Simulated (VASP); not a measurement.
Runs of VASP 6.6.1 on GaN. The structure is hexagonal, space group P6_3mc (No. 186). The conventional cell has a = 3.180 Å, b = 3.180 Å, c = 5.184 Å, α = 90.00°, β = 90.00°, γ = 120.00°. Ga (site symmetry 3m) is surrounded by 4 N at 1.94 to 1.95 Å. N (site symmetry 3m) has 4 Ga at 1.94 to 1.95 Å as nearest neighbours. 

| task | cell | gap on the mesh (eV) | pressure (GPa) | largest force (eV/Å) |
| --- | --- | --- | --- | --- |
| relaxation of shape and atoms at fixed volume | atoms relaxed at fixed volume from: a relaxed cell with its volume scaled by 0.98 | 2.04 | 4.0 | - |
| relaxation of shape and atoms at fixed volume | atoms relaxed at fixed volume from: a relaxed cell with its volume scaled by 1.06 | 1.52 | -9.7 | - |
| relaxation of cell and atoms | relaxed | 1.91 | 0.0 | - |
| relaxation of shape and atoms at fixed volume | atoms relaxed at fixed volume from: a relaxed cell with its volume scaled by 0.94 | (a) | 13.4 | - |
| relaxation of shape and atoms at fixed volume | atoms relaxed at fixed volume | 1.91 | 0.0 | - |
| relaxation of shape and atoms at fixed volume | atoms relaxed at fixed volume from: a relaxed cell with its volume scaled by 1.04 | 1.64 | -6.8 | 0.01 |
| relaxation of shape and atoms at fixed volume | atoms relaxed at fixed volume from: a relaxed cell with its volume scaled by 0.96 | (b) | 8.4 | 0.01 |
| relaxation of shape and atoms at fixed volume | atoms relaxed at fixed volume from: a relaxed cell with its volume scaled by 1.02 | 1.77 | -3.6 | 0.01 |

Alike in all rows: level PBEsol; potentials or basis VASP PAW PBE potentials, release 64 (Ga_d, N); no spin polarisation; k mesh 12 × 12 × 5; cutoff (eV) 600; smearing gaussian 0.03 eV.

Question: Estimate the missing entries.

Answer: (a) 2.32; (b) 2.18.

Caveats: the PAW data sets were made with another functional, which shifts forces and pressure a little; the relaxation stopped at its first step, so nothing moved (some runs).

A k mesh can miss the band edges, and the runs leave out spin-orbit coupling on Ga.
